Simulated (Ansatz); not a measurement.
# Residual resistivity of an alloy: Ta(100) with 4 layers of random Ta-Ru, 2x2

Wanted: resistance against the alloy's length, first Ta(100) with 4 layers of random Ta-Ru, 2x2.

Method: Ansatz plane-wave DFT, PBE, PAW files; ballistic transport by layer matching (Landauer), zero bias; PAW set soft_1, in Ansatz 0.2.0.

**1. Starting point**

The cell holds 56 atoms: 52 Ta and 4 Ru. Its edges and angles: a = 6.605 Å, b = 6.605 Å, c = 23.118 Å, α = 90.0°, β = 90.0°, γ = 90.0°. It derives from Ta. Regions: lead, 40 atoms (40 Ta); scattering region, 16 atoms (4 Ru and 12 Ta). The structure is stacked along c, and the current runs across the ab planes.

**2. With 4 alloy layers**

In 4 layers a share of 0.25 of the sites is given to Ru at random. The layers about the cell's end stay perfect and serve as the lead. Disorder leaves little or no symmetry, which makes such runs dear. Energies from -0.05 to 0.05 eV in steps of 0.05 eV are too few for the program's thermal sum, so it prints no conductance; for a metal the transmission near the Fermi level serves, at a fraction of the cost.

Input file input.yaml:

```yaml
crystal:
  lattice:
    - [6.60512, 0.0, 0.0]
    - [0.0, 6.60512, 0.0]
    - [0.0, 0.0, 23.11792]
  atoms:
    - { symbol: Ta, position: [0.0, 0.0, 0.0357142857] }
    - { symbol: Ta, position: [0.0, 0.5, 0.0357142857] }
    - { symbol: Ta, position: [0.5, 0.0, 0.0357142857] }
    - { symbol: Ta, position: [0.5, 0.5, 0.0357142857] }
    - { symbol: Ta, position: [0.25, 0.25, 0.1071428571] }
    - { symbol: Ta, position: [0.25, 0.75, 0.1071428571] }
    - { symbol: Ta, position: [0.75, 0.25, 0.1071428571] }
    - { symbol: Ta, position: [0.75, 0.75, 0.1071428571] }
    - { symbol: Ta, position: [0.0, 0.0, 0.1785714286] }
    - { symbol: Ta, position: [0.0, 0.5, 0.1785714286] }
    - { symbol: Ta, position: [0.5, 0.0, 0.1785714286] }
    - { symbol: Ta, position: [0.5, 0.5, 0.1785714286] }
    - { symbol: Ta, position: [0.25, 0.25, 0.25] }
    - { symbol: Ta, position: [0.25, 0.75, 0.25] }
    - { symbol: Ta, position: [0.75, 0.25, 0.25] }
    - { symbol: Ta, position: [0.75, 0.75, 0.25] }
    - { symbol: Ta, position: [0.0, 0.0, 0.3214285714] }
    - { symbol: Ta, position: [0.0, 0.5, 0.3214285714] }
    - { symbol: Ta, position: [0.5, 0.0, 0.3214285714] }
    - { symbol: Ta, position: [0.5, 0.5, 0.3214285714] }
    - { symbol: Ru, position: [0.25, 0.25, 0.3928571429] }
    - { symbol: Ta, position: [0.25, 0.75, 0.3928571429] }
    - { symbol: Ta, position: [0.75, 0.25, 0.3928571429] }
    - { symbol: Ta, position: [0.75, 0.75, 0.3928571429] }
    - { symbol: Ta, position: [0.0, 0.0, 0.4642857143] }
    - { symbol: Ta, position: [0.0, 0.5, 0.4642857143] }
    - { symbol: Ru, position: [0.5, 0.0, 0.4642857143] }
    - { symbol: Ta, position: [0.5, 0.5, 0.4642857143] }
    - { symbol: Ta, position: [0.25, 0.25, 0.5357142857] }
    - { symbol: Ta, position: [0.25, 0.75, 0.5357142857] }
    - { symbol: Ta, position: [0.75, 0.25, 0.5357142857] }
    - { symbol: Ta, position: [0.75, 0.75, 0.5357142857] }
    - { symbol: Ru, position: [0.0, 0.0, 0.6071428571] }
    - { symbol: Ta, position: [0.0, 0.5, 0.6071428571] }
    - { symbol: Ta, position: [0.5, 0.0, 0.6071428571] }
    - { symbol: Ru, position: [0.5, 0.5, 0.6071428571] }
    - { symbol: Ta, position: [0.25, 0.25, 0.6785714286] }
    - { symbol: Ta, position: [0.25, 0.75, 0.6785714286] }
    - { symbol: Ta, position: [0.75, 0.25, 0.6785714286] }
    - { symbol: Ta, position: [0.75, 0.75, 0.6785714286] }
    - { symbol: Ta, position: [0.0, 0.0, 0.75] }
    - { symbol: Ta, position: [0.0, 0.5, 0.75] }
    - { symbol: Ta, position: [0.5, 0.0, 0.75] }
    - { symbol: Ta, position: [0.5, 0.5, 0.75] }
    - { symbol: Ta, position: [0.25, 0.25, 0.8214285714] }
    - { symbol: Ta, position: [0.25, 0.75, 0.8214285714] }
    - { symbol: Ta, position: [0.75, 0.25, 0.8214285714] }
    - { symbol: Ta, position: [0.75, 0.75, 0.8214285714] }
    - { symbol: Ta, position: [0.0, 0.0, 0.8928571429] }
    - { symbol: Ta, position: [0.0, 0.5, 0.8928571429] }
    - { symbol: Ta, position: [0.5, 0.0, 0.8928571429] }
    - { symbol: Ta, position: [0.5, 0.5, 0.8928571429] }
    - { symbol: Ta, position: [0.25, 0.25, 0.9642857143] }
    - { symbol: Ta, position: [0.25, 0.75, 0.9642857143] }
    - { symbol: Ta, position: [0.75, 0.25, 0.9642857143] }
    - { symbol: Ta, position: [0.75, 0.75, 0.9642857143] }
kpoints:
  mp_grid: { grid: [4, 4, 1] }
hamiltonian:
  xc: pbe
  pseudopotentials: { kind: paw, azcp: { folder: soft_1 } }
scf:
  occupations: { method: fermi_dirac, width: 0.1 }
output:
  transmission: { leads: [[0, 4]], kmesh: [8, 8], e_range: [-0.05, 0.05], de: 0.05 }
  write_potential: true
  write_density: true
  volumetric_format: npy
```

Command:

```
$ ansatz run input.yaml --threads 4 --pin off --max-ram 15360MiB --backend cpu --events-out ev --progress --plain --runs-dir out
```

Numbers of over 12 decimals in the logs are rounded to 6 here.

Log:

```text
Engine: ansatz 0.2.0, x86_64-unknown-linux-gnu
Pseudopotentials: kind: paw
Pseudopotential: Ta, paw, valence charge 13, recommended cutoff 420 eV (normal), soft_1/Ta.paw.azcp
Pseudopotential: Ru, paw, valence charge 16, recommended cutoff 420 eV (normal), soft_1/Ru.paw.azcp
Functional definition: PBE
  parameter kappa = 0.804
  parameter beta = 0.066725
  exchange = pbe_x(kappa = kappa, mu = beta*pi^2/3)
  correlation = pbe_c(beta = beta)
Crystal: 56 atoms, lattice volume = 1008.580 Å³
Basis set: ecut = 420 eV, 19677 PW (Γ)
Bands: 444, of which v1, the nominal top of the filled ones, is band 370 counted from 1 (369 counted from 0)
Symmetry: 2 space group operations
Space group: Cm (ITA 8), of the structure as read, at distance tolerance 1.0e-4 Å
k-points: 7 of 16 (time reversal used)
Non-local potential: Ta, projectors of the file, l = 0: 3, l = 1: 2, l = 2: 2, l = 3: 1
Non-local potential: Ru, projectors of the file, l = 0: 3, l = 1: 2, l = 2: 2, l = 3: 1
PAW form: soft (Blöchl's): semilocal exchange-correlation on the pseudo side does not see the compensation charge
PAW one-centre angular grid: Ta, 590 points (default); XC on 64 Gauss nodes
PAW one-centre angular grid: Ru, 590 points (default); XC on 64 Gauss nodes
Initial density: superposition of atomic densities (chi_scale 0.1, normalization cell, long waves of neutral atoms (reshape's long-wave potential 5.39 eV rms, cloud 3.16 Å wide))
Initial wavefunctions: pseudopotential atomic-orbital guess
Functional: x = pbe(κ = 0.804, μ = 0.219515), c = pbe(β = 0.066725)
SCF iter   1: F=—  HF=-540147.422855 eV  |F-HF|=—  |Δ(HF+E_count)|=         —  Δρ=1.78e-1  dr2=3.18e3  ethr=3.10e-3  ⟨swp⟩=6.9  Hψ=12846  notcnv=0  defer=3
preconditioner: auto → Kerker (q_TF=auto, 2.591 Å⁻¹)  [metal: Δε(μ)=0.028 eV  Ē_g=4.572 eV  σ=0.100 eV  W_gap=0.07  n_scr=294 (ndim 8)  ℏωp=20.0 eV  f_vac=0.000  D(μ)=43.20/eV (n_scr^D=348)]
SCF iter   2: F=—  HF=-540069.126148 eV  |F-HF|=—  |Δ(HF+E_count)|=    7.83e1  Δρ=1.05e-1  dr2=2.46e2  ethr=3.10e-3  ⟨swp⟩=8.9  Hψ=13935  notcnv=0  defer=129
SCF iter   3: F=—  HF=-540049.077237 eV  |F-HF|=—  |Δ(HF+E_count)|=    2.00e1  Δρ=2.51e-2  dr2=1.66e1  ethr=3.10e-3  ⟨swp⟩=6.7  Hψ=9780  notcnv=0  defer=108
SCF iter   4: F=—  HF=-540047.647005 eV  |F-HF|=—  |Δ(HF+E_count)|=    1.43e0  Δρ=9.42e-3  dr2=2.36e0  ethr=2.24e-3  ⟨swp⟩=4.1  Hψ=5378  notcnv=0  defer=99
SCF iter   5: F=—  HF=-540047.442650 eV  |F-HF|=—  |Δ(HF+E_count)|=   2.04e-1  Δρ=2.50e-3  dr2=1.95e-1  ethr=3.18e-4  ⟨swp⟩=2.3  Hψ=5345  notcnv=0  defer=99
SCF iter   6: F=—  HF=-540047.426823 eV  |F-HF|=—  |Δ(HF+E_count)|=   1.58e-2  Δρ=5.78e-4  dr2=1.68e-2  ethr=2.63e-5  ⟨swp⟩=1.3  Hψ=3036  notcnv=0  defer=99
SCF iter   7: F=—  HF=-540047.425346 eV  |F-HF|=—  |Δ(HF+E_count)|=   1.48e-3  Δρ=2.40e-4  dr2=3.65e-3  ethr=2.28e-6  ⟨swp⟩=1.4  Hψ=3089  notcnv=0  defer=99
SCF iter   8: F=—  HF=-540047.425103 eV  |F-HF|=—  |Δ(HF+E_count)|=   2.43e-4  Δρ=7.62e-5  dr2=4.96e-4  ethr=4.93e-7  ⟨swp⟩=2.0  Hψ=3309  notcnv=0  defer=99
SCF iter   9: F=—  HF=-540047.425021 eV  |F-HF|=—  |Δ(HF+E_count)|=   8.14e-5  Δρ=3.39e-5  dr2=8.12e-5  ethr=6.71e-8  ⟨swp⟩=1.4  Hψ=3026  notcnv=0  defer=99
SCF iter  10: F=—  HF=-540047.424378 eV  |F-HF|=—  |Δ(HF+E_count)|=   6.43e-4  Δρ=3.78e-6  dr2=2.16e-7  ethr=1.10e-8  ⟨swp⟩=2.1  Hψ=5263  notcnv=0  defer=99
SCF iter  11: F=-540047.424378 eV  HF=-540047.424378 eV  |F-HF|=1.08e-8  |Δ(HF+E_count)|=   2.56e-9  Δρ=7.38e-7  dr2=1.30e-8  ethr=1.35e-11  ⟨swp⟩=15.3  Hψ=13993  notcnv=0
SCF 1 converged in 11 iterations: F = -540047.424378 eV  dr2 = 1.30e-8
  greatest PAW one-centre occupation: 1.000 electrons in one spin orbital (limit 2), on the Ru atom at site 35 (counted from 0), in its partial waves of l = 0
transmission: 90 of 882 steps passed
transmission: 180 of 882 steps passed
[...]
transmission: 882 of 882 steps passed
SCF converged after 11 iterations
Free energy (F): -540047.424378 eV
Harris-Foulkes:  -540047.424378 eV  (|F-HF|=1.08e-8)
Internal energy: -540045.438371 eV  (E = F + TS)
E sigma→0 (E₀):  -540046.431375 eV
Entropy (-TS):   -1.986007 eV (-35.464 meV/atom)
Fermi energy:    18.429142 eV
--- Per-component energies (eV) ---
  E_band       = -6077.086440
  E_kinetic    = 22262.150151
  E_local      = -35505.480569  (includes V_loc(G=0)·N_el)
  E_nonlocal   = 1076.796446
  E_hartree    = 12791.792064
  E_xc         = -17372.898509
  E_vxc        = -12992.867876  (∫ρ·V_xc dr)
  E_paw        = -445845.472594  (= ΣΔE_a)
  E_vpaw       = -6501.273620  (= ΣTr[D̂ρ^β])
  E_aug_tail   = 0.007743  (compensation charges beyond the density's cutoff)
  E_ewald      = -77452.333103
  E_smearing   = -1.986007  (= −TS)
  E_closure    = 0.000000  (closes the sum)
  Σ components = -540047.424378   (vs F -540047.424378, Δ=0.00e0)
--- Band table (eV; the first three rows and the last of 7) ---
  k-point 0: bands = [... 366 lower, 19.0815, 19.0913, 19.1121, 19.1231, 19.1392, 19.1719, 19.1999, 19.2128, ... 70 higher]
  k-point 1: bands = [... 366 lower, 18.6912, 18.7071, 18.7221, 18.7919, 18.8307, 18.8428, 18.8626, 18.8787, ... 70 higher]
  k-point 2: bands = [... 366 lower, 18.2717, 18.2778, 18.3268, 18.3414, 18.3821, 18.4242, 18.4449, 18.4553, ... 70 higher]
  k-point 6: bands = [... 366 lower, 17.7697, 17.7868, 17.7877, 17.7963, 17.7975, 17.8028, 17.8117, 17.8235, ... 70 higher]
--- Transmission ---
  basis      : 377 plane waves across, 42 finite elements along
  points     : 21, standing for a mesh of 8 x 8
  energies   : 3 from -0.050000 to 0.050000 eV about the Fermi level, 0.050000 eV apart; the leads are filled to 0.000000 eV, and channels, transmission and decay are at 0.000000 eV
  crystal 0  : Ta4, at the sites [0, 4], period 1.6513 Å, over 16.51 Å; its Hamiltonian steps by up to 13.4 meV
    offset         : up to 0.0000 Å between an atom of the period and one for which it stands
    channels       : 1.048438e1 a spin
    conductance    : none, the energies end too early or step too widely for 300 K: set another output.transmission.e_range or a lower de, or, where they end at an eighth of basis.ecutwfc, a higher one
  junction   : crystal 0 to crystal 0, 0.70 to 22.16 Å
    transmission   : 5.006750e0 a spin
    conductance    : none, the energies end too early or step too widely for 300 K: set another output.transmission.e_range or a lower de, or, where they end at an eighth of basis.ecutwfc, a higher one
```

Elapsed: 7 min, on 4 threads of Intel Xeon Platinum 8488C (Sapphire Rapids), shared host; peak memory 8.2 GiB.

In the SCF lines HF is the Harris–Foulkes energy and dr2 the Hartree energy of the density residual, in eV; the loop may stop once dr2 is under the threshold and the program's other checks hold. Hψ counts applications of the Hamiltonian.

Numbers from this step:

```yaml
free_energy: -540047.4244 eV
energy_at_zero_smearing: -540046.4314 eV
fermi_energy: 18.43 eV
cell_area: 43.63 Å²
transmission_per_spin_nearest_the_fermi_level: 5.007
open_channels_per_spin_nearest_the_fermi_level: 10.48
step_of_the_lead_s_potential: 13.4 meV
```

Per spin. The transmission, zone mean by energy, zero at the Fermi level:

```tsv
energy (eV)	transmission, zone mean
-0.0500	5.11
0.0000	5.01
0.0500	4.84
```

Per spin. Table of open channels, zone mean, lead by energy, zero at the Fermi level:

```tsv
energy (eV)	open channels, zone mean, lead
-0.0500	10.3
0.0000	10.5
0.0500	9.86
```

Transmission over k1 and k2. At 0.0000 eV from the Fermi level.

Ten even steps from '0' (2.54) to '9' (7.10):
```
10246420
02699962
44998994
66989896
44998994
02699962
10246420
11046401
```
Columns: k1 (b1) from -0.5 to 0.375; rows upwards: k2 (b2) from -0.5 to 0.375.

Open channels over k1 and k2. At 0.0000 eV from the Fermi level.

Ten even steps from '0' (4.0) to '9' (14.0):
```
20588850
45999995
68977798
68977798
68977798
45999995
20588850
02466642
```
Columns: k1 (b1) from -0.5 to 0.375; rows upwards: k2 (b2) from -0.5 to 0.375.

Over the solved energies the transmission per spin lies between 4.84 and 5.11, out of 10.2 channels of the lead on average (up to 10.5).

**3. With 8 alloy layers**

In 8 layers a share of 0.25 of the sites is given to Ru at random. A fresh draw is used; the growth of the resistance with length is what counts.

System of this step: Ta(100) with 8 layers of random Ta-Ru, 2x2. The cell holds 72 atoms: 64 Ta and 8 Ru. Cell: a = 6.605 Å, b = 6.605 Å, c = 29.723 Å, α = 90.0°, β = 90.0°, γ = 90.0°. It derives from Ta. Regions: lead, 40 atoms (40 Ta); scattering region, 32 atoms (24 Ta and 8 Ru). The structure is stacked along c, and the current runs across the ab planes.

Input file input.yaml:

```yaml
crystal:
  lattice:
    - [6.60512, 0.0, 0.0]
    - [0.0, 6.60512, 0.0]
    - [0.0, 0.0, 29.72304]
  atoms:
    - { symbol: Ta, position: [0.0, 0.0, 0.0277777778] }
    - { symbol: Ta, position: [0.0, 0.5, 0.0277777778] }
    - { symbol: Ta, position: [0.5, 0.0, 0.0277777778] }
    - { symbol: Ta, position: [0.5, 0.5, 0.0277777778] }
    - { symbol: Ta, position: [0.25, 0.25, 0.0833333333] }
    - { symbol: Ta, position: [0.25, 0.75, 0.0833333333] }
    - { symbol: Ta, position: [0.75, 0.25, 0.0833333333] }
    - { symbol: Ta, position: [0.75, 0.75, 0.0833333333] }
    - { symbol: Ta, position: [0.0, 0.0, 0.1388888889] }
    - { symbol: Ta, position: [0.0, 0.5, 0.1388888889] }
    - { symbol: Ta, position: [0.5, 0.0, 0.1388888889] }
    - { symbol: Ta, position: [0.5, 0.5, 0.1388888889] }
    - { symbol: Ta, position: [0.25, 0.25, 0.1944444444] }
    - { symbol: Ta, position: [0.25, 0.75, 0.1944444444] }
    - { symbol: Ta, position: [0.75, 0.25, 0.1944444444] }
    - { symbol: Ta, position: [0.75, 0.75, 0.1944444444] }
    - { symbol: Ta, position: [0.0, 0.0, 0.25] }
    - { symbol: Ta, position: [0.0, 0.5, 0.25] }
    - { symbol: Ta, position: [0.5, 0.0, 0.25] }
    - { symbol: Ta, position: [0.5, 0.5, 0.25] }
    - { symbol: Ta, position: [0.25, 0.25, 0.3055555556] }
    - { symbol: Ta, position: [0.25, 0.75, 0.3055555556] }
    - { symbol: Ta, position: [0.75, 0.25, 0.3055555556] }
    - { symbol: Ta, position: [0.75, 0.75, 0.3055555556] }
    - { symbol: Ta, position: [0.0, 0.0, 0.3611111111] }
    - { symbol: Ta, position: [0.0, 0.5, 0.3611111111] }
    - { symbol: Ta, position: [0.5, 0.0, 0.3611111111] }
    - { symbol: Ta, position: [0.5, 0.5, 0.3611111111] }
    - { symbol: Ta, position: [0.25, 0.25, 0.4166666667] }
    - { symbol: Ru, position: [0.25, 0.75, 0.4166666667] }
    - { symbol: Ta, position: [0.75, 0.25, 0.4166666667] }
    - { symbol: Ta, position: [0.75, 0.75, 0.4166666667] }
    - { symbol: Ru, position: [0.0, 0.0, 0.4722222222] }
    - { symbol: Ta, position: [0.0, 0.5, 0.4722222222] }
    - { symbol: Ta, position: [0.5, 0.0, 0.4722222222] }
    - { symbol: Ru, position: [0.5, 0.5, 0.4722222222] }
    - { symbol: Ru, position: [0.25, 0.25, 0.5277777778] }
    - { symbol: Ta, position: [0.25, 0.75, 0.5277777778] }
    - { symbol: Ta, position: [0.75, 0.25, 0.5277777778] }
    - { symbol: Ta, position: [0.75, 0.75, 0.5277777778] }
    - { symbol: Ta, position: [0.0, 0.0, 0.5833333333] }
    - { symbol: Ta, position: [0.0, 0.5, 0.5833333333] }
    - { symbol: Ta, position: [0.5, 0.0, 0.5833333333] }
    - { symbol: Ta, position: [0.5, 0.5, 0.5833333333] }
    - { symbol: Ta, position: [0.25, 0.25, 0.6388888889] }
    - { symbol: Ru, position: [0.25, 0.75, 0.6388888889] }
    - { symbol: Ta, position: [0.75, 0.25, 0.6388888889] }
    - { symbol: Ta, position: [0.75, 0.75, 0.6388888889] }
    - { symbol: Ru, position: [0.0, 0.0, 0.6944444444] }
    - { symbol: Ta, position: [0.0, 0.5, 0.6944444444] }
    - { symbol: Ru, position: [0.5, 0.0, 0.6944444444] }
    - { symbol: Ru, position: [0.5, 0.5, 0.6944444444] }
    - { symbol: Ta, position: [0.25, 0.25, 0.75] }
    - { symbol: Ta, position: [0.25, 0.75, 0.75] }
    - { symbol: Ta, position: [0.75, 0.25, 0.75] }
    - { symbol: Ta, position: [0.75, 0.75, 0.75] }
    - { symbol: Ta, position: [0.0, 0.0, 0.8055555556] }
    - { symbol: Ta, position: [0.0, 0.5, 0.8055555556] }
    - { symbol: Ta, position: [0.5, 0.0, 0.8055555556] }
    - { symbol: Ta, position: [0.5, 0.5, 0.8055555556] }
    - { symbol: Ta, position: [0.25, 0.25, 0.8611111111] }
    - { symbol: Ta, position: [0.25, 0.75, 0.8611111111] }
    - { symbol: Ta, position: [0.75, 0.25, 0.8611111111] }
    - { symbol: Ta, position: [0.75, 0.75, 0.8611111111] }
    - { symbol: Ta, position: [0.0, 0.0, 0.9166666667] }
    - { symbol: Ta, position: [0.0, 0.5, 0.9166666667] }
    - { symbol: Ta, position: [0.5, 0.0, 0.9166666667] }
    - { symbol: Ta, position: [0.5, 0.5, 0.9166666667] }
    - { symbol: Ta, position: [0.25, 0.25, 0.9722222222] }
    - { symbol: Ta, position: [0.25, 0.75, 0.9722222222] }
    - { symbol: Ta, position: [0.75, 0.25, 0.9722222222] }
    - { symbol: Ta, position: [0.75, 0.75, 0.9722222222] }
kpoints:
  mp_grid: { grid: [4, 4, 1] }
hamiltonian:
  xc: pbe
  pseudopotentials: { kind: paw, azcp: { folder: soft_1 } }
scf:
  occupations: { method: fermi_dirac, width: 0.1 }
output:
  transmission: { leads: [[0, 4]], kmesh: [8, 8], e_range: [-0.05, 0.05], de: 0.05 }
  write_potential: true
  write_density: true
  volumetric_format: npy
```

Log:

```text
[...]
Crystal: 72 atoms, lattice volume = 1296.745 Å³
Basis set: ecut = 420 eV, 25307 PW (Γ)
Bands: 576, of which v1, the nominal top of the filled ones, is band 480 counted from 1 (479 counted from 0)
Symmetry: 1 space group operations
[...]
k-points: 10 of 16 (time reversal used)
[...]
SCF iter   1: F=—  HF=-682964.786045 eV  |F-HF|=—  |Δ(HF+E_count)|=         —  Δρ=2.20e-1  dr2=8.72e3  ethr=3.10e-3  ⟨swp⟩=6.9  Hψ=23702  notcnv=0  defer=21
[...]
SCF iter  11: F=-682762.197193 eV  HF=-682762.197193 eV  |F-HF|=8.15e-9  |Δ(HF+E_count)|=   8.27e-9  Δρ=3.34e-7  dr2=8.06e-9  ethr=1.04e-11  ⟨swp⟩=14.6  Hψ=19417  notcnv=0
SCF 1 converged in 11 iterations: F = -682762.197193 eV  dr2 = 8.06e-9
[...]
transmission: 189 of 1836 steps passed
transmission: 369 of 1836 steps passed
[...]
transmission: 1836 of 1836 steps passed
SCF converged after 11 iterations
Free energy (F): -682762.197193 eV
[...]
Internal energy: -682759.693742 eV  (E = F + TS)
E sigma→0 (E₀):  -682760.945468 eV
Entropy (-TS):   -2.503450 eV (-34.770 meV/atom)
Fermi energy:    18.394489 eV
[...]
--- Band table (eV; the first three rows and the last of 10) ---
  k-point 0: bands = [... 476 lower, 18.8993, 18.9246, 18.9877, 19.0004, 19.0273, 19.0554, 19.0555, 19.0640, ... 92 higher]
  k-point 1: bands = [... 476 lower, 18.6368, 18.6553, 18.6720, 18.6899, 18.7052, 18.7210, 18.7294, 18.7530, ... 92 higher]
  k-point 2: bands = [... 476 lower, 18.2679, 18.2785, 18.2815, 18.3093, 18.3144, 18.3721, 18.3885, 18.4162, ... 92 higher]
  k-point 9: bands = [... 476 lower, 17.7581, 17.7660, 17.7684, 17.7705, 17.7729, 17.7751, 17.7781, 17.7908, ... 92 higher]
--- Transmission ---
  basis      : 377 plane waves across, 54 finite elements along
  points     : 34, standing for a mesh of 8 x 8
[...]
channels       : 1.048438e1 a spin
[...]
junction   : crystal 0 to crystal 0, 2.35 to 30.42 Å
    transmission   : 3.370722e0 a spin
[...]
```

It took 17 min on 4 threads; peak memory 8.5 GiB.

This step gave:

* free energy: -682762.1972 eV
* energy at zero smearing: -682760.9455 eV
* Fermi energy: 18.39 eV
* transmission per spin nearest the Fermi level: 3.371
* step of the lead's potential: 5.6 meV

Per spin. Transmission, zone mean against energy, zero at the Fermi level:

```tsv
energy (eV)	transmission, zone mean
-0.0500	3.45
0.0000	3.37
0.0500	3.27
```

Over the solved energies the transmission per spin lies between 3.27 and 3.45, out of 10.2 channels of the lead on average (up to 10.5).

(Continued in part 2 of 2.)

[Logs are printed without paths, hosts, clocks, repeated set-up lines and the standing remarks that a program may print on its own settings, such as how far it seeks lower states.]

[Hosts, paths, dates, database ids (printed as entryN), source tags and the programs' standing remarks are cut or masked in the printed files.]
